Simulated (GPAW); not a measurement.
Wanted: an ASE script for a GPAW 26.7.0 run.

```
Task                : single point
Functional          : PBEsol
Potentials or basis : PAW data sets generated in the run's folder for this functional
Cutoff              : 600 eV
Basis               : pw
k mesh              : 9 × 9 × 9
Occupations         : fermi-dirac, width 0.05 eV
Spin                : collinear spin, ferromagnetic start
Starting moments    : [2.0, 1.0] μB
Maxiter             : 150
```

The system is TiCo.

```
CELL_PARAMETERS angstrom
2.98611 0.00000 0.00000
0.00000 2.98611 0.00000
0.00000 0.00000 2.98611
ATOMIC_POSITIONS crystal
Co 0.50552 0.50227 0.49660
Ti 0.00479 0.99145 0.99640
```

The cell comes from a database or a generator and needn't be the stable form of this composition.

The cell isn't the ideal one: atoms moved at random, drawn with an rms of 0.05 Å.

One way to write it, as run:

run.py

```python
from ase import Atoms
from ase.dft.bandgap import bandgap
from ase.io import write
from ase.units import GPa
from gpaw import GPAW, PW, setup_paths

setup_paths.insert(0, '.')

atoms = Atoms(['Co', 'Ti'],
              cell=[[2.98611099, 0.0, 0.0],
                    [0.0, 2.98611099, 0.0],
                    [0.0, 0.0, 2.98611099]],
              scaled_positions=[[0.505521, 0.502271, 0.496601],
                                [0.004793, -0.008548, -0.003604]],
              pbc=True)
atoms.set_initial_magnetic_moments([2.0, 1.0])

calc = GPAW(mode=PW(600),
            xc='PBEsol',
            kpts={'size': (9, 9, 9), 'gamma': True},
            occupations={'name': 'fermi-dirac', 'width': 0.05},
            nbands=23,
            convergence={'density': 1e-05, 'energy': 1e-05},
            maxiter=150,
            txt='gpaw.txt')
atoms.calc = calc
energy = atoms.get_potential_energy()
forces = atoms.get_forces()
stress = atoms.get_stress()
calc.write('gs.gpw')
write('result.traj', atoms)
print(f'Energy: {energy:.6f} eV')
print('Forces (eV/A):')
print(forces.round(4))
print('Stress (GPa):', (stress / GPa).round(3))
print('Moments:', calc.get_magnetic_moments().round(3))
print('Fermi level:', round(calc.get_fermi_level(), 4), 'eV')
print(f'Gap: {bandgap(calc)[0]:.4f} eV, direct: {bandgap(calc, direct=True)[0]:.4f} eV')
```

Potentials or basis: PAW data sets generated in the run's folder for this functional, pw.

The run is started by

```sh
$ gpaw-setup -f PBEsol Co Ti
$ OMP_NUM_THREADS=1 python run.py
```

It gave:

The pressure is -8.4 GPa, the largest force is 0.150 eV/Å and the band gap on the k mesh is none (metal or under the smearing width). The net moment is 0.70 μB per cell and the site moments are Co +0.77; Ti -0.02 μB.

Run time: 8.2 min on 1 thread of Arm Neoverse V1, on a shared host, peak memory 0.46 GiB.
